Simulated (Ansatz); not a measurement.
Ga$_{3}$Sb: energy along a strain

Ga$_{3}$Sb, I4/mmm, a = 4.571 Å, c = 8.441 Å. The structure is a Materials Project entry; whether it is the stable form wasn't checked. Ansatz: PBE, PAW, 420 eV, Γ-centred 14×14×14 mesh on 4 atoms, Gaussian smearing 0.15 eV; no spin polarisation. Cell vectors (Å): -2.286 2.286 4.220; 2.286 -2.286 4.220; 2.286 2.286 -4.220. The cell is strained by x per cent times the pattern (1 -1 0 0 0 0) in the order xx yy zz yz xz xy (engineering shears), with fractional coordinates held. y is the free energy over the start, V0 = 22.048 Å³/atom. Symmetry makes y even in x. Points with a strain past 8.5 % were computed too (2) and aren't used here.

```tsv
x (%)	y (meV/atom)
-5.00	3.42
0.00	0.00
1.25	0.61
2.50	2.02
3.75	3.14
6.25	3.41
7.50	?
```

Question: Fit y = c2 x² + c4 x⁴ to the other rows, get the stiffness along the pattern, and predict the missing energy.

Answer: Least squares on the rows shown. y = 0.2832 x² − 0.005117 x⁴. The clamped-ion stiffness p·C·p = 2 × 2.832 eV × 160.2 / 22.048 Å³ = 41 GPa. With a term in x⁶ added, the coefficient of x² becomes 0.4080, 44 % more, which shows how far this figure hangs on the form. At x = 7.50 the fit asked for gives -0.26 meV/atom. The run gave 4.09 meV/atom, so the fit is 4.35 meV/atom too low, 110 % of the span of the series, against an rms of 0.32 meV/atom on the fitted rows. The row lies outside the fitted range. With a term in x⁶ added, a fit to the same known rows predicts 7.28 meV/atom, a smaller miss on the other side.

Cost: 9 runs of about 3.3 core-minutes in all, on AMD EPYC 9R45 (Zen 5) (shared hosts).

The lattice resists this orthorhombic shear at first, but the energy soon stops following a parabola: it levels off between 5.00 and 6.25 % and rises again at 7.50 %. The negative quartic term captures the softening but then forces the curve to turn over, so the predicted drop below the starting energy is an artefact of the truncated polynomial, not a sign of a second minimum. The smallest strain also lies above the fitted curve, which suggests that 41 GPa underestimates the initial clamped-ion stiffness.

The shear keeps the volume fixed to first order, so it mainly tests how the energy depends on bond directions and unequal neighbour distances, a dependence that is often weak in sp-bonded metals. The shoulder may come from bands shifting through the Fermi level, or from the strain path passing near another favourable packing; the energies alone can't separate the two. Any internal relaxation allowed by the lowered symmetry could only reduce the true small-strain stiffness relative to its clamped-ion value.
